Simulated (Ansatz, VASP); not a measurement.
This is a calculation of MgB2 for Ansatz 0.2.0.

input.yaml

```yaml
crystal:
  lattice:
    - [3.085, 0.0, 0.0]
    - [-1.5425, 2.6716883707, 0.0]
    - [0.0, 0.0, 3.523]
  atoms:
    - { symbol: Mg, position: [0.0, 0.0, 0.0] }
    - { symbol: B, position: [0.6666666667, 0.3333333333, 0.5] }
    - { symbol: B, position: [0.3333333333, 0.6666666667, 0.5] }
hamiltonian:
  xc: pbe
  pseudopotentials: { kind: paw }
kpoints:
  mp_grid: { grid: [10, 10, 8] }
scf:
  occupations: { method: gaussian, width: 0.1 }
output:
  forces: true
  stress: true
  eigenvalues: true
```

Potentials or basis: Ansatz PAW.

Run with:

```sh
$ ansatz run input.yaml --threads 2 --pin off --max-ram 5632MiB --backend cpu --events-out ev --progress --plain --runs-dir out
```

Question: Set up the same calculation for VASP 6.6.1. Potentials there: VASP PAW PBE potentials, release 64 (Mg, B).

Answer: As run (the cutoff follows the program's own potentials):

The input run.py:

```python
from ase import Atoms
from ase.calculators.vasp import Vasp
from ase.dft.bandgap import bandgap

atoms = Atoms(
    ['Mg', 'B', 'B'],
    cell=[[3.085, 0.0, 0.0], [-1.5425, 2.6716883707, 0.0], [0.0, 0.0, 3.523]],
    scaled_positions=[[0.0, 0.0, 0.0], [0.6666666667, 0.3333333333, 0.5], [0.3333333333, 0.6666666667, 0.5]],
    pbc=True,
)
calc = Vasp(
    directory='calc',
    xc='pbe',
    pp='PBE',
    setups='minimal',
    prec='Accurate',
    encut=500,
    ediff=1e-06,
    ismear=0,
    sigma=0.1,
    lreal=False,
    lasph=True,
    nelm=80,
    algo='Fast',
    isif=2,
    lwave=False,
    lcharg=True,
    lelf=True,
    lvhar=True,
    kpts=[10, 10, 8],
    gamma=True,
)
atoms.calc = calc

print('energy (eV):', atoms.get_potential_energy())
print('free energy (eV):', atoms.get_potential_energy(force_consistent=True))
print('forces (eV/A):')
print(atoms.get_forces())
print('stress (eV/A^3, Voigt):', atoms.get_stress())
print('Fermi level (eV):', calc.get_fermi_level())
gap, top, bottom = bandgap(calc)
print('band gap (eV):', gap, 'from (spin, k, band)', top, 'to', bottom)
```

Potentials or basis: VASP PAW PBE potentials, release 64 (Mg, B).

The run is started by

```console
$ python run.py
```

Both were run:

|  | VASP | Ansatz | Ansatz less VASP |
| --- | --- | --- | --- |
| gap on the k mesh at the Fermi level (eV) | none | none | - |
| pressure (GPa) | -1.1 | -0.9 | +0.25 |
| largest component of the traceless stress (GPa) | 0.15 | 0.03 | -0.115 |

A gap of «none» marks a metal or a gap that the smearing closes. The two sets of potentials don't hold the same shells in valence.
